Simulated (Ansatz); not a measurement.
Run this with the Python package of Ansatz (0.2.0) and show what comes out.

`fdcheck_cds.py`
```python
import warnings

import ansatz as az
import numpy as np

vectors0 = np.array([
    [-0.08559, 2.83371, 2.95265],
    [2.84216, -0.03576, 2.90281],
    [2.8603, 2.80202, -0.0539],
])
sites = [
    ('Cd', (0.00441, 0.00858, 0.99747)),
    ('S', (0.23725, 0.25595, 0.24209)),
]


def crystal_on(cell):
    crystal = az.Crystal(lattice=az.Lattice.of(cell))
    for symbol, position in sites:
        crystal = crystal.atom(symbol, position)
    return crystal

warnings.simplefilter('ignore', az.DeckWarning)

def solve(crystal):
    return (
        crystal.calculation()
        .occupations('fixed')
        .functional('pbe')
        .basis(540, xc_grid=2)
        .kpoints(4, 4, 4)
        .scf(tolerance=1e-09)
        .forces()
        .stress()
        .run(threads=1)
    ).report


centre = solve(crystal_on(vectors0))
start = crystal_on(vectors0)
print(f'force on atom 1 along y: analytic {centre["forces_ev_ang"][1][1]:.4f} eV/A')
for h in (0.005, 0.02):
    shift = np.eye(3)[1] * h @ np.linalg.inv(vectors0)
    plus, minus = (solve(start.move(1, to=np.array(sites[1][1]) + sign * shift))['lagrangian_ev'] for sign in (1, -1))
    print(f'  step {h} A: numerical {-(plus - minus) / (2 * h):.4f} eV/A')
volume = abs(np.linalg.det(vectors0))
larger, smaller = (solve(crystal_on(vectors0 * (1 + sign * 0.005) ** (1 / 3)))['lagrangian_ev'] for sign in (1, -1))
numerical = -(larger - smaller) / (0.01 * volume) * 160.21766
print(f'pressure: analytic {np.trace(centre["stress_gpa"]) / 3:.3f}, numerical {numerical:.3f} GPa')
```

Output of `python fdcheck_cds.py`:
```text
force on atom 1 along y: analytic 0.6789 eV/A
  step 0.005 A: numerical 0.6789 eV/A
  step 0.02 A: numerical 0.6789 eV/A
pressure: analytic 5.456, numerical 5.458 GPa
```

Notes:
- Energy and stress may still move on a finer k-point mesh.
- The program warned that this SCF threshold is loose for forces or stresses.
- Pressure is positive in compression.
- The cell is a database structure, distorted on purpose.
- The central difference errs as the square of the step, so the shorter step is the fairer test; what remains comes from the finite grid and the SCF threshold.
- The script silences the warnings on its input, which a real study should read.
- Hardware and time: 27 s on 1 thread of Arm Neoverse V1, on a shared host, peak memory 0.41 GiB.
